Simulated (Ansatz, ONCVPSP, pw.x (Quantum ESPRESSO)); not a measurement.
## pw.x on bcc Pt: one setting changed

Potential: optimised norm-conserving Vanderbilt (ONCV), ONCVPSP 4.0.1.1 (patched build), PBE; core [Kr] 4d10 4f14, reference 5s2 5p6 5d9 6s1; waves: 5s+6s: rc 1.60 bohr, ncon 4, nbas 8, qcut 6.5 1/bohr, 2 projectors; 5p: rc 1.80 bohr, ncon 3, nbas 7, qcut 8 1/bohr, 2 projectors, debl 3.9 Ha; 5d: rc 2.15 bohr, ncon 4, nbas 8, qcut 7.1 1/bohr, 2 projectors, debl 3.7 Ha; local part: polynomial inside 1.15 bohr (lpopt 5, dvloc0 0 Ha); core correction: Teter function, fcfact 2.25, rcfact 1.05.

The reference run (k-mesh 15³, cutoffs 60/240 Ry, Fermi–Dirac 0.01 Ry, mixing_beta 0.4, conv_thr 1e-9, no spin) gives -2.40 GPa at 15.859 Å³/atom, where all-electron LAPW gives -0.19 GPa. This run, with its own iteration cap, changes k-mesh shift to 1.

```
&control
  calculation='scf', prefix='x', pseudo_dir='./', outdir='./tmp', tstress=.true., disk_io='none'
/
&system
  ibrav=0, nat=1, ntyp=1, ecutwfc=60, ecutrho=240, nbnd=17,
  occupations='smearing', smearing='fd', degauss=0.01
/
&electrons
  conv_thr=1e-09, mixing_beta=0.4, electron_maxstep=50
/
ATOMIC_SPECIES
Pt 1.0 Pt.UPF
CELL_PARAMETERS angstrom
  -1.58272430 1.58272430 1.58272430
  1.58272430 -1.58272430 1.58272430
  1.58272430 1.58272430 -1.58272430
ATOMIC_POSITIONS crystal
Pt 0.0000 0.0000 0.0000
K_POINTS automatic
15 15 15 1 1 1
```

```bash
pw.x < Pt.scf.in > Pt.scf.out
```

Problem. How does the run end?

Solution. It converges in 8 iterations; the free energy moves by +7.3 meV/atom and the pressure by +0.30 GPa.

```
Message from routine setup:
     using ibrav=0 with symmetry is DISCOURAGED, use correct ibrav instead
     lattice parameter (alat)  =       5.1804  a.u.
     unit-cell volume          =     107.0218 (a.u.)^3
     number of electrons       =        18.00
     number of Kohn-Sham states=           17
     kinetic-energy cutoff     =      60.0000  Ry
     charge density cutoff     =     240.0000  Ry
     scf convergence threshold =      1.0E-09
     Exchange-correlation= PBE
     number of k points=   120  Fermi-Dirac smearing, width (Ry)=  0.0100
     iteration #  1     ecut=    60.00 Ry     beta= 0.40
     total energy              =    -245.13003703 Ry
     estimated scf accuracy    <       0.07684944 Ry
     iteration #  2     ecut=    60.00 Ry     beta= 0.40
     total energy              =    -245.14047366 Ry
     estimated scf accuracy    <       0.00305238 Ry
     iteration #  3     ecut=    60.00 Ry     beta= 0.40
     total energy              =    -245.14053142 Ry
     estimated scf accuracy    <       0.00068089 Ry
     [... 2 iterations left out ...]
     iteration #  6     ecut=    60.00 Ry     beta= 0.40
     total energy              =    -245.14057804 Ry
     estimated scf accuracy    <       0.00000010 Ry
     iteration #  7     ecut=    60.00 Ry     beta= 0.40
     total energy              =    -245.14057804 Ry
     estimated scf accuracy    <       0.00000001 Ry
     iteration #  8     ecut=    60.00 Ry     beta= 0.40
     the Fermi energy is    21.7276 ev
!    total energy              =    -245.14057804 Ry
     estimated scf accuracy    <          5.5E-10 Ry
     smearing contrib. (-TS)   =      -0.00535427 Ry
     The total energy is F=E-TS. E is the sum of the following terms:
     one-electron contribution =     -61.21787030 Ry
     hartree contribution      =      40.67126601 Ry
     xc contribution           =     -27.47311179 Ry
     ewald contribution        =    -197.11550769 Ry
     convergence has been achieved in   8 iterations
          total   stress  (Ry/bohr**3)                   (kbar)     P=      -20.98
     Message from routine punch:
     Nothing written, as per user request (disk_io='none')
```

The run took about 30 s on one core of a shared host (Neoverse-N1, 64 threads, 124 GiB, load 59).
